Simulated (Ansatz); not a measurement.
How far is PAW off for Ga?

```
Ga
1.0
     1.35955   -3.95824    0.00000
     1.35955    3.95824    0.00000
    -0.11546    0.00000    3.27348
Ga
2
Direct
  0.86900 0.13100 0.25000
  0.13100 0.86900 0.75000
```

Atoms are numbered in the order listed.

Structure: COD 9011089, as refined from experiment and not relaxed. The listed cell was then made from it by scaling, straining or moving an atom.

Levels of theory: DFT, PBEsol, PAW with Ansatz's default frozen-core files, scalar-relativistic (Ansatz 0.2.0); DFT, PBEsol, all-electron LAPW, scalar-relativistic (Ansatz 0.2.0).

For PAW: a Γ-centred 14×14×11 k mesh, Fermi–Dirac smearing of 0.03 eV, cutoff 420 eV, no spin polarisation; the PAW files were made with PBE, and the program remakes their frozen cores for this functional. LAPW targets a basis error of 0.5 meV/atom. The Ansatz runs share mesh, smearing and spin set-up. Plane-wave (PAW) pressures include the program's estimate of the Pulay term.

Stress and pressure are positive in compression.

The change that made this cell: volume scaled by 0.95.

PAW results:

| quantity | PAW |
| --- | --- |
| pressure (GPa) | 1.20 |
| stress xx (GPa) | 1.19 |
| stress yy (GPa) | 1.36 |
| stress zz (GPa) | 1.06 |
| stress xz (GPa) | -0.12 |
| force on Ga1, y (eV/Å) | 0.206 |

(1) What does full-potential LAPW give for the same quantities?

## Answers

(1) 
```csv
quantity,LAPW
pressure (GPa),1.24
stress xx (GPa),1.23
stress yy (GPa),1.40
stress zz (GPa),1.10
stress xz (GPa),-0.12
"force on Ga1, y (eV/Å)",0.206
```
